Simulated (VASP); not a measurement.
**Li: single point with PBE**

Li:

```
Li
1.0
     3.15874    0.00000    0.00000
    -1.57937    2.73555    0.00000
     0.00000    0.00000    4.94021
Li
2
Direct
  0.33333 0.66667 0.25000
  0.66667 0.33333 0.75000
```

This isn't the form of Li at room conditions, which is bcc.

The cell isn't the ideal one: z stretched by -3 % at fixed volume.

- Program: VASP 6.6.1
- Task: single point
- Functional: PBE
- Potentials or basis: VASP PAW PBE potentials, release 64 (Li_sv)
- Cutoff: 520 eV
- k mesh: 15 × 15 × 8
- Occupations: fermi-dirac, width 0.08 eV
- Spin: no spin polarisation
- Dipole correction: no
- Further INCAR settings: ALGO = Normal; EDIFF = 1e-06; NBANDS = 10

```yaml
Band_gap_on_the_k_mesh: none (metal or under the smearing width)
```

Levels at points of the mesh, in eV from the Fermi level:
```
           k point  band 1  band 2  band 3  band 4  band 5  band 6
(0.00, 0.00, 0.00)  -46.62  -46.60   -3.49    0.25    3.11   11.53
(0.00, 0.00, 0.50)  -46.61  -46.61   -2.33   -2.33    8.36    8.36
```

It took 13 s on 1 thread of Intel(R) Xeon(R) 6975P-C (Granite Rapids), with other jobs on the host, peak memory 0.17 GiB.
